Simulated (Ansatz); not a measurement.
**ZnO: the crystal squeezed far**

One table from this session's results is given with a row withheld; the runs are named, their logs left out.

Method: DFT, PBE, PAW with Ansatz's default frozen-core files, scalar-relativistic, in Ansatz 0.2.0.

## The starting structure

The structure is hexagonal, space group P6_3/mmc (No. 194). Conventional cell: a = 3.429 Å, b = 3.429 Å, c = 5.314 Å, α = 90.00°, β = 90.00°, γ = 120.00°. Zn (site symmetry -3m) has 6 O at 2.38 Å and 2 Zn at 2.66 Å as nearest neighbours. O (site symmetry -6m2) is surrounded by 6 Zn at 2.38 Å.

As a file:

```cif
data_structure
_symmetry_space_group_name_H-M 'P 1'
_symmetry_Int_Tables_number 1
_cell_length_a 3.4286
_cell_length_b 3.4286
_cell_length_c 5.3143
_cell_angle_alpha 90.000
_cell_angle_beta 90.000
_cell_angle_gamma 120.000
_cell_volume 54.10
loop_
_atom_site_label
_atom_site_type_symbol
_atom_site_fract_x
_atom_site_fract_y
_atom_site_fract_z
_atom_site_occupancy
Zn1 Zn 0.00000 0.00000 0.00000 1
Zn2 Zn 0.00000 0.00000 0.50000 1
O1 O 0.33333 0.66667 0.25000 1
O2 O 0.66667 0.33333 0.75000 1
```

Whether this phase is the stable one at these pressures isn't tested.

Atoms are numbered in the order of the input: Zn1, Zn2, O3, O4.

The first run:

input.yaml reads:

```yaml
crystal:
  lattice:
    - [3.4285917318, 0.0, 0.0]
    - [-1.7142958659, 2.9692475389, 0.0]
    - [0.0, 0.0, 5.3143171842]
  atoms:
    - { symbol: Zn, position: [0.0, 0.0, 0.0] }
    - { symbol: Zn, position: [0.0, 0.0, 0.5] }
    - { symbol: O, position: [0.3333333333, 0.6666666667, 0.25] }
    - { symbol: O, position: [0.6666666667, 0.3333333333, 0.75] }
kpoints:
  mp_grid: { grid: [11, 11, 7] }
scf:
  occupations: { method: fermi_dirac, width: 0.08 }
hamiltonian:
  xc: pbe
  pseudopotentials: { kind: paw }
output:
  forces: true
  stress: true
relax:
  f_tol: 0.005
  max_steps: 40
  cell: {}
```

On the command line:

```bash
$ ansatz run input.yaml --threads 1 --pin off --max-ram 3072MiB --backend cpu --events-out ev --progress --plain --runs-dir out
```

Steps of the session up to this table: Cell relaxed at zero pressure, PAW; More of the same log: cell relaxed at zero pressure; Volume scaled by 1, PAW; Shape and atoms relaxed at 0.94 of the volume, PAW; Volume scaled by 0.94, PAW; Shape and atoms relaxed at 0.88 of the volume, PAW; Volume scaled by 0.88, PAW; Shape and atoms relaxed at 0.8 of the volume, PAW; Volume scaled by 0.8, PAW; Shape and atoms relaxed at 0.72 of the volume, PAW; Volume scaled by 0.72, PAW; Shape and atoms relaxed at 0.64 of the volume, PAW; Volume scaled by 0.64, PAW; Shape and atoms relaxed at 0.55 of the volume, PAW; More of the same log: shape and atoms relaxed at 0.55 of the volume; Volume scaled by 0.55, PAW; Volume scaled by 0.55, PAW (partial_waves polarizable).

One of the session's tables, all rows but one given; the rest of the session is left out.

 The rows PAW, 0.55 and PAW (partial_waves polarizable), 0.55 agree to the last digit and may rest on the same set-up.

```
                         method  volume over the first  volume (Å³/atom)  pressure (GPa)  gap on the k mesh (eV)
                            PAW                      1            10.288            0.01                    0.54
                            PAW                   0.94             9.670           11.35                    0.83
                            PAW                   0.88             9.053           27.16                    1.16
                            PAW                    0.8             8.230           58.56                    1.69
                            PAW                   0.72             7.407          108.69                    2.35
                            PAW                   0.64                 ?               ?                       ?
                            PAW                   0.55             5.658          353.21                    4.26
PAW (partial_waves polarizable)                   0.55             5.658          353.21                    4.26
```

**Question.** Estimate the row for PAW, 0.64.

As computed: volume (Å³/atom): 6.584; pressure (GPa): 190.74; gap on the k mesh (eV): 3.16. In the column «volume (Å³/atom)» it lies between PAW (partial_waves polarizable), 0.55 (5.658) and PAW, 0.72 (7.407).
